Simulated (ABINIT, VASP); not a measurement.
ZnS: equilibrium volume by level of theory

```cif
data_structure
_symmetry_space_group_name_H-M 'P 1'
_symmetry_Int_Tables_number 1
_cell_length_a 3.8110
_cell_length_b 3.8110
_cell_length_c 6.2340
_cell_angle_alpha 90.000
_cell_angle_beta 90.000
_cell_angle_gamma 120.000
_cell_volume 78.41
loop_
_atom_site_label
_atom_site_type_symbol
_atom_site_fract_x
_atom_site_fract_y
_atom_site_fract_z
_atom_site_occupancy
Zn1 Zn 0.66667 0.33333 0.50000 1
Zn2 Zn 0.33333 0.66667 0.00000 1
S1 S 0.66667 0.33333 0.88500 1
S2 S 0.33333 0.66667 0.38500 1
```

```csv
rung,level,program and potentials,cutoff (eV),k mesh,equilibrium volume (Å³/atom),notes
GGA,PBE,"VASP, PBE PAW files S, Zn, 580 eV",580,8 × 8 × 5,20.20,9 valence electrons an atom on average
GGA,PBE,"VASP, PBE PAW files S, Zn, release 54, 600 eV",600,8 × 8 × 5,20.20,9 valence electrons an atom on average
GGA,PBEsol,"ABINIT, PseudoDojo NC SR PBEsol v0.4.1 standard",1143,6 × 6 × 4,19.21,13 valence electrons an atom on average
GGA,RPBE,"VASP, PBE PAW files S, Zn, 600 eV",600,8 × 8 × 5,21.00,potentials made for PBE; 9 valence electrons an atom on average
GGA + dispersion,revPBE+D4,"VASP, PBE PAW files S, Zn, 600 eV",600,8 × 8 × 5,19.28,potentials made for PBE; 9 valence electrons an atom on average
non-local van der Waals functional,BEEF-vdW,"VASP, PBE PAW files S, Zn, 600 eV",600,8 × 8 × 5,20.53,potentials made for PBE; 9 valence electrons an atom on average
meta-GGA,SCAN,"VASP, PBE PAW files S, Zn, 600 eV",600,8 × 8 × 5,19.41,potentials made for PBE; 9 valence electrons an atom on average
meta-GGA,rSCAN,"VASP, PBE PAW files S, Zn, 600 eV",600,8 × 8 × 5,19.53,potentials made for PBE; 9 valence electrons an atom on average
```

Task: relaxation of cell and atoms. All rows: no spin polarisation. Meshes differ between rows, which moves values too. Meshes are those of the run's cell of 4 atoms unless a note names another. Relaxations start from the cell shown or near it and stop with a little pressure left. Runs on faulty files, with rough fits or with known faults for this quantity aren't shown. No row holds spin-orbit coupling.

By rung: GGA 19.21 to 21.00; GGA + dispersion 19.28; non-local van der Waals functional 20.53; meta-GGA 19.41 to 19.53 (Å³/atom).

The choice of exchange functional matters more here than the rung: the GGAs alone span the whole range, from PBEsol at 19.21 to RPBE at 21.00 Å³/atom, and every other level falls between them. The order PBEsol, PBE, RPBE follows the strength of the gradient enhancement in exchange. Stronger enhancement favours inhomogeneous density, which weakens the polar covalent Zn–S bonds and expands the lattice.

revPBE exchange resembles that of RPBE, so the compact revPBE+D4 cell probably owes much of its contraction to the pairwise attraction. That doesn't make ZnS a dispersion-bound solid, since the term also offsets underbinding by the parent functional. BEEF-vdW, still larger than PBE at 20.53 Å³/atom, shows that non-local correlation doesn't by itself guarantee a small volume.

The measured volume of wurtzite ZnS lies between the rSCAN and PBE values, so PBE errs towards expansion and both meta-GGAs towards contraction. These volumes don't settle the close energetic competition between wurtzite and zinc blende.
